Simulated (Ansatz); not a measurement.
**Convergence notes, G0W0 on SiC (F-43m)**

SiC (F-43m) from a database of computed structures, relaxed with r2SCAN; one-shot G0W0 in Ansatz without spin-orbit coupling. No spin polarisation and no zero-point or thermal motion.

```
Si C
1.0
     0.00000    2.17805    2.17805
     2.17805    0.00000    2.17805
     2.17805    2.17805    0.00000
Si C
1 1
Cartesian
  1.0890 1.0890 1.0890
  0.0000 0.0000 0.0000
```

Gaps are read over the mesh points alone. G0W0 values are finite-basis, finite-mesh values.
```tsv
start	potentials	frequency model	mesh	empty bands	screening cutoff (eV)	Kohn-Sham gap (eV)	G0W0 gap (eV)
PBE	PAW	contour deformation	8×8×8	61	120	1.36	2.11
PBE	PAW	contour deformation	8×8×8	153	220	1.36	2.27
PBE	PAW	contour deformation	8×8×8	281	300	1.36	2.32
HSE06	PAW	contour deformation	8×8×8	153	220	2.23	2.66
r2SCAN	PAW	contour deformation	8×8×8	153	220	1.71	2.44
PBE0	PAW	contour deformation	8×8×8	153	220	2.95	2.82
PBE	PAW	Godby-Needs pole	8×8×8	153	220	1.36	2.19
PBE	PAW	contour deformation	10×10×10	33	80	1.36	1.96
PBE	norm-conserving	contour deformation	8×8×8	153	220	1.35	2.28
```

The quasiparticle gap on this mesh is 2.32 eV (Γ to X), against 1.36 eV from PBE: +0.96 eV. Renormalisation factors Z lie between 0.75 and 0.82.

Raising bands and cutoff together moves the gap by +0.16 eV (120 to 220 eV), then +0.05 eV (220 to 300 eV); the last step is still large, so the basis limit isn't reached. Starting from HSE06 (2.23 eV against PBE's 1.36 eV) gives 2.66 eV, +0.39 eV from G0W0@PBE at the same screening cutoff. Starting from r2SCAN (1.71 eV against PBE's 1.36 eV) gives 2.44 eV, +0.17 eV from G0W0@PBE at the same screening cutoff. Starting from PBE0 (2.95 eV against PBE's 1.36 eV) gives 2.82 eV, +0.55 eV from G0W0@PBE at the same screening cutoff. The Godby-Needs plasmon pole differs from contour deformation by -0.08 eV. Norm-conserving potentials (wave cutoff 1116 eV against 420 eV) shift the quasiparticle gap by +0.01 eV and the PBE gap by -0.01 eV. r2SCAN runs take a wave cutoff of 500 eV.
